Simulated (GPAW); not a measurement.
Wanted: an ASE script for a GPAW 26.7.0 run.

```
Task                : single point
Functional          : revPBE
Potentials or basis : the program's PAW data sets (release 1.2.1) made for this functional
Cutoff              : 450 eV
Basis               : pw
k mesh              : 9 × 9 × 1
Occupations         : fermi-dirac, width 0.05 eV
Spin                : no spin polarisation
Maxiter             : 150
Dipole layer        : yes
```

The structure of Mo lies in Mo.xyz:

```xyz
6
Lattice="2.8496403282 -0.0000000000 0.0000000000 -0.0000000000 2.8496403282 0.0000000000 0.0000000000 0.0000000000 25.0750000000" Properties=species:S:1:pos:R:3 pbc="T T T"
Mo     1.4248201641      1.4248201641      7.5000000000
Mo     0.0000000000      0.0000000000      9.5150000000
Mo     1.4248201641      1.4248201641     11.5300000000
Mo     0.0000000000      0.0000000000     13.5450000000
Mo     1.4248201641      1.4248201641     15.5600000000
Mo     0.0000000000      0.0000000000     17.5750000000
```

The slab is cut from a database's or a generator's crystal, which needn't be the stable form of the element.

The cell isn't the ideal one: the (1 0 0) slab of Mo, cut from the database cell, not relaxed.

One way to write it, as run:

run.py

```python
import numpy as np
from ase.dft.bandgap import bandgap
from ase.io import read, write
from gpaw import GPAW, PW

atoms = read('Mo.xyz')
atoms.pbc = (True, True, False)

calc = GPAW(mode=PW(450),
            xc='revPBE',
            kpts={'size': (9, 9, 1), 'gamma': True},
            occupations={'name': 'fermi-dirac', 'width': 0.05},
            nbands=72,
            convergence={'density': 1e-05, 'energy': 1e-05},
            maxiter=150,
            poissonsolver={'dipolelayer': 'xy'},
            txt='gpaw.txt')
atoms.calc = calc
energy = atoms.get_potential_energy()
forces = atoms.get_forces()
calc.write('gs.gpw')
write('result.traj', atoms)
print(f'Energy: {energy:.6f} eV')
print('Forces (eV/A):')
print(forces.round(4))
print('Fermi level:', round(calc.get_fermi_level(), 4), 'eV')
print(f'Gap: {bandgap(calc)[0]:.4f} eV, direct: {bandgap(calc, direct=True)[0]:.4f} eV')

v = calc.get_electrostatic_potential().mean(axis=(0, 1))
z = np.arange(len(v)) * atoms.cell[2, 2] / len(v)
ef = calc.get_fermi_level()
np.savetxt('planar.dat', np.c_[z, v], fmt='%.4f')
below, above = np.interp([1.5, atoms.cell[2, 2] - 1.5], z, v) - ef
print(f'Work functions: bottom {below:.4f} eV, top {above:.4f} eV')
print('Dipole moment:', *calc.get_dipole_moment().round(5), 'e A')
```

Potentials or basis: the program's PAW data sets (release 1.2.1) made for this functional, pw.

Launch:

```console
$ OMP_NUM_THREADS=1 python run.py
```

Results of the run:

* Largest force: 0.396 eV/Å
* Band gap on the k mesh: none (metal or under the smearing width)
* Dipole across the slab: 0.00 e·Å
* Work function of the upper face: 4.22 eV
* Work function of the lower face: 4.22 eV

Wall time 2.8 min on 1 thread of Arm Neoverse V2, on a shared host, peak memory 0.27 GiB.
